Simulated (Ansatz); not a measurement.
# WS₂: checking dH/dP = V

Theory: DFT PBEsol, scalar-relativistic, plane waves, PAW (Ansatz 0.2.0). (420 eV cutoff, 12×12×12 k-mesh, Gaussian smearing of 0.02 eV, no spin polarisation)

Starting point, cell and atoms relaxed:

```yaml
crystal:
  lattice:
    - [1.57364, 0.90854, 6.38498]
    - [-1.57364, 0.90854, 6.38498]
    - [0.00000, -1.81708, 6.38498]
  atoms:
    - { symbol: W, position: [0.00067, 0.00067, 0.00067] }
    - { symbol: S, position: [0.41581, 0.41581, 0.41581] }
    - { symbol: S, position: [0.25222, 0.25222, 0.25222] }
```

Cell and atoms were relaxed at each target pressure within the start's symmetry (R3m), at zero temperature; other phases can be more stable under pressure. H = E + PV with P the target; E is the free energy at the smearing used, whose derivative the pressure is, per atom and counted from zero pressure. The mesh named is that at zero pressure; some other pressures ran on another.

Spin-orbit coupling is left out, which matters for the bands and energies of heavy elements.

| P (GPa) | V (Å³/atom) | E − E0 (meV) | H − H0 (meV) |
| --- | --- | --- | --- |
| 0 | 18.257 | 0.0 | 0.0 |
| 3 | 16.753 | 10.6 | 324.3 |
| 8 | 15.760 | 43.1 | 830.0 |
| 15 | 14.913 | 102.6 | 1498.8 |
| 30 | 13.737 | 263.6 | 2835.8 |
| 60 | 12.293 | 658.1 | 5261.9 |

Problem. Thermodynamics gives dH/dP = V along a relaxed path. Integrate V over P by the trapezoid rule and compare with the computed enthalpies.

Solution. With 1 eV/Å³ = 160.22 GPa, each step adds the mean volume times ΔP / 160.22:
```csv
P (GPa),∫V dP (meV),H − H0 (meV),difference (meV)
3,327.8,324.3,3.5
8,835.1,830.0,5.1
15,1505.1,1498.8,6.3
30,2846.3,2835.8,10.4
60,5283.3,5261.9,21.4
```

V(P) curves upward, so the trapezoid rule runs high; integrating a smooth curve through the same points (P as a polynomial of degree 4 in ln V) puts that excess at about 21.8 meV at 60 GPa, against the 21.4 meV found.

Problem. At 60 GPa, how much of the enthalpy change is stored energy and how much is the PV term?

Solution. E rises by 658 meV/atom and PV is 60 × 12.293 / 160.22 = 4604 meV/atom, so PV makes 87 % of ΔH. So between rival structures at high pressure a small difference in volume can outweigh the difference in energy: 1 % of this volume is worth 46.0 meV/atom at this pressure.

Problem. What bulk modulus do the lowest pressures give?

Solution. From the pressures that the runs reached, -0.01 GPa (18.257 Å³) and 2.99 GPa (16.753 Å³), B = −ΔP/Δln V = 3.00 / 0.0860 = 35 GPa, a mean over that range.

Problem. The gap is 1.152 eV at -0.01 GPa and 0.759 eV at 2.99 GPa. What pressure coefficient and volume deformation potential follow?

Solution. dE_g/dP = -131.1 meV/GPa, and a_V = dE_g/d ln V = −B dE_g/dP = 4.57 eV. A gap that closes or barely moves under pressure is usual where the conduction edge lies away from the zone centre, has d character, or where the bands broaden faster than they shift. If the edges move to other points of the zone within the range, this is a mean of two slopes. Gaps are Kohn–Sham gaps over the whole zone.

This form isn't the usual stable structure of the compound.